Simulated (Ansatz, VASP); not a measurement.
**Bi: VASP beside Ansatz**

INCAR

```
PREC = Accurate
ENCUT = 520
EDIFF = 1E-7
ISMEAR = -1
SIGMA = 0.1
LREAL = F
LASPH = T
NELM = 100
ALGO = Normal
ISIF = 2
LWAVE = F
LCHARG = F
GGA = RE
NBANDS = 14
```

Contents of KPOINTS:

```
regular mesh
0
Gamma
  18 18 18
```

Contents of POSCAR:

```
Bi
1.0
    0.0000000000      2.4637555833      2.4637555833
    2.4637555833      0.0000000000      2.4637555833
    2.4637555833      2.4637555833      0.0000000000
Bi
1
Direct
    0.0000000000      0.0000000000      0.0000000000
```

Input for Ansatz:

```yaml
crystal:
  lattice:
    - [0.0, 2.4637555833, 2.4637555833]
    - [2.4637555833, 0.0, 2.4637555833]
    - [2.4637555833, 2.4637555833, 0.0]
  atoms:
    - { symbol: Bi, position: [0.0, 0.0, 0.0] }
hamiltonian:
  xc: revpbe
  pseudopotentials:
    kind: paw
    azcp:
      Bi: "pseudopotentials/Bi.paw.azcp"
basis:
  ecutwfc: 420
  fft_grid_basis: typed
kpoints:
  mp_grid: { grid: [18, 18, 18], shift: [0, 0, 0] }
magnetization:
  spin_polarized: false
scf:
  occupations: { method: fermi_dirac, width: 0.1 }
output:
  stress: true
```

Alike in both runs: task single point; functional revPBE; k mesh 18 × 18 × 18; occupations fermi-dirac, width 0.1 eV; no spin polarisation.

|  | VASP | Ansatz |
| --- | --- | --- |
| version | VASP 6.6.1 | Ansatz 0.2.0 |
| potentials or method | VASP PAW PBE potentials, release 64 (Bi_d) | plane waves (420 eV) with PAW, scalar-relativistic |
| plane-wave cutoff (eV) | 520 | 420 |
| valence electrons in the cell | 15 | 15 |

```tsv
	VASP	Ansatz	Ansatz less VASP
pressure (GPa)	4.6	4.6	+0.06
```

With one functional, cell and mesh, what is left measures potentials, basis and numerics.

Caveats: the PAW data sets were made with another functional, which shifts forces and pressure a little (VASP).
